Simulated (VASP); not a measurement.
Runs of VASP 6.6.1 on Si. It takes space group P6/mmm (No. 191, hexagonal). The conventional cell has a = 2.621 Å, b = 2.621 Å, c = 2.466 Å, α = 90.00°, β = 90.00°, γ = 120.00°. Si (site symmetry 6/mmm) is surrounded by 8 Si at 2.47 to 2.62 Å. This isn't the form of Si at room conditions, which is diamond.

| level | gap on the mesh (eV) | pressure (GPa) | relaxed volume (Å³/atom) |
| --- | --- | --- | --- |
| rev-vdW-DF2 | none | 0.0 | 15.14 |
| optB86b-vdW | none | 0.0 | (a) |
| optPBE-vdW | none | 0.0 | (b) |
| BEEF-vdW | none | 0.0 | 14.83 |
| vdW-DF | none | 0.0 | 15.87 |

Alike in all rows: task relaxation of cell and atoms; potentials or basis VASP PAW PBE potentials, release 64 (Si); no spin polarisation; cell relaxed; k mesh 12 × 12 × 11; cutoff (eV) 600; smearing fermi-dirac 0.05 eV.

Fill in the values left out.

(a) 15.12; (b) 15.49.

Caveats: the PAW data sets were made with another functional, which shifts forces and pressure a little.

A gap of «none» marks a metal or a gap under the smearing width.

Runs at the PBE level aren't shown here.
